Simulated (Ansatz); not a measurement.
# Ga2O3 (La2O3 type): the cost of one run

Program: Ansatz 0.2.0. Level of theory: DFT PBE, scalar-relativistic. These are calculated values, not measurements.

1 further run of the same task is left out (it didn't finish).

**1. The system as given**

It takes space group P-3m1 (No. 164, trigonal). The conventional cell has a = 3.453 Å, b = 3.453 Å, c = 5.387 Å, α = 90.00°, β = 90.00°, γ = 120.00°. Ga (site symmetry 3m) has 7 O at 2.08 to 2.39 Å as nearest neighbours. Around O (site symmetry -3m) lie 6 Ga at 2.39 Å. Around O (site symmetry 3m) lie 4 Ga at 2.08 to 2.15 Å.

As a file:

```cif
data_structure
_symmetry_space_group_name_H-M 'P 1'
_symmetry_Int_Tables_number 1
_cell_length_a 3.4529
_cell_length_b 3.4529
_cell_length_c 5.3866
_cell_angle_alpha 90.000
_cell_angle_beta 90.000
_cell_angle_gamma 120.000
_cell_volume 55.62
loop_
_atom_site_label
_atom_site_type_symbol
_atom_site_fract_x
_atom_site_fract_y
_atom_site_fract_z
_atom_site_occupancy
Ga1 Ga 0.33333 0.66667 0.24500 1
Ga2 Ga 0.66667 0.33333 0.75500 1
O1 O 0.00000 0.00000 0.00000 1
O2 O 0.33333 0.66667 0.64500 1
O3 O 0.66667 0.33333 0.35500 1
```

Atoms are numbered in the order of the input: Ga1, Ga2, O3, O4, O5.

**2. Cell and atoms relaxed first**

Contents of input.yaml:

```yaml
crystal:
  lattice:
    - [3.4529274811, 0.0, 0.0]
    - [-1.7264637405, 2.9903229161, 0.0]
    - [0.0, 0.0, 5.3865668705]
  atoms:
    - { symbol: Ga, position: [0.3333333333, 0.6666666667, 0.245] }
    - { symbol: Ga, position: [0.6666666667, 0.3333333333, 0.755] }
    - { symbol: O, position: [0.0, 0.0, 0.0] }
    - { symbol: O, position: [0.3333333333, 0.6666666667, 0.645] }
    - { symbol: O, position: [0.6666666667, 0.3333333333, 0.355] }
kpoints:
  mp_grid: { grid: [11, 11, 7] }
scf:
  occupations: { method: fermi_dirac, width: 0.08 }
hamiltonian:
  xc: pbe
  pseudopotentials: { kind: paw }
output:
  forces: true
  stress: true
relax:
  f_tol: 0.005
  max_steps: 80
  cell: {}
```

Launch:

```bash
> ansatz run input.yaml --threads 2 --pin off --max-ram 5120MiB --backend cpu --events-out ev --progress --plain --runs-dir out
```

**Question.** How long does this run take on 2 threads of Intel Xeon 6975P-C (Granite Rapids), shared host, and how much memory does it need?

About 69 s, with a peak of 0.48 GiB.
